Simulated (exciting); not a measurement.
Two BSE runs for the S L₂,₃ edge of CdS (Hawleyite), space group F-43m. Run A: exciting, all-electron LAPW+lo, PBE, exchange and screened direct term (singlet BSE), 4×4×4 shifted k points, 19 conduction bands, |G+q| up to 3 bohr⁻¹ (2.5 in the exchange term), full RPA screening with nempty = 42, Lorentzian half width 0.45 eV. Run B has a fault in its input.

Energy from the Kohn–Sham onset, core level to the lowest empty state found on the meshes used; one zero for both, scaled to A's maximum:

| E (eV) | A | B |
| --- | --- | --- |
| -3.5 | 0.01 | 0.00 |
| -3.0 | 0.02 | 0.00 |
| -2.5 | 0.02 | 0.00 |
| -2.0 | 0.02 | 0.01 |
| -1.5 | 0.03 | 0.01 |
| -1.0 | 0.04 | 0.01 |
| -0.5 | 0.06 | 0.02 |
| 0.0 | 0.11 | 0.05 |
| 0.5 | 0.17 | 0.09 |
| 1.0 | 0.22 | 0.11 |
| 1.5 | 0.26 | 0.12 |
| 2.0 | 0.29 | 0.12 |
| 2.5 | 0.31 | 0.11 |
| 3.0 | 0.29 | 0.09 |
| 3.5 | 0.31 | 0.06 |
| 4.0 | 0.35 | 0.04 |
| 4.5 | 0.38 | 0.02 |
| 5.0 | 0.46 | 0.01 |
| 5.5 | 0.49 | 0.01 |
| 6.0 | 0.43 | 0.01 |
| 6.5 | 0.44 | 0.00 |
| 7.0 | 0.43 | 0.00 |
| 7.5 | 0.44 | 0.00 |
| 8.0 | 0.53 | 0.00 |
| 8.5 | 0.62 | 0.00 |
| 9.0 | 0.63 | 0.00 |
| 9.5 | 0.77 | 0.00 |
| 10.0 | 0.91 | 0.00 |
| 10.5 | 1.00 | 0.00 |
| 11.0 | 0.93 | 0.00 |
| 11.5 | 0.97 | 0.00 |
| 12.0 | 0.93 | 0.00 |
| 12.5 | 0.79 | 0.00 |
| 13.0 | 0.77 | 0.00 |
| 13.5 | 0.82 | 0.00 |
| 14.0 | 0.76 | 0.00 |
| 14.5 | 0.72 | 0.00 |
| 15.0 | 0.77 | 0.00 |
| 15.5 | 0.67 | 0.00 |
| 16.0 | 0.63 | 0.00 |
| 16.5 | 0.65 | 0.00 |
| 17.0 | 0.67 | 0.00 |
| 17.5 | 0.75 | 0.00 |
| 18.0 | 0.78 | 0.00 |
| 18.5 | 0.75 | 0.00 |
| 19.0 | 0.70 | 0.00 |
| 19.5 | 0.63 | 0.00 |
| 20.0 | 0.59 | 0.00 |
| 20.5 | 0.60 | 0.00 |
| 21.0 | 0.59 | 0.00 |

What most likely went wrong in run B?

Far too few conduction bands in the BSE (conduction bands from 19 to 1). Against run A the r.m.s. difference is 99 %. The highest maximum lies at 2.0 eV (0.12), against 10.5 eV (1.00). The first bright state moves from 0.21 to 0.24 eV. Transitions to the missing bands are absent and can't mix into the lines that are left. Other settings could leave a like mark; this is the change that was made.

[Hosts, paths, dates, database ids (printed as entryN), source tags and the programs' standing remarks are cut or masked in the printed files.]
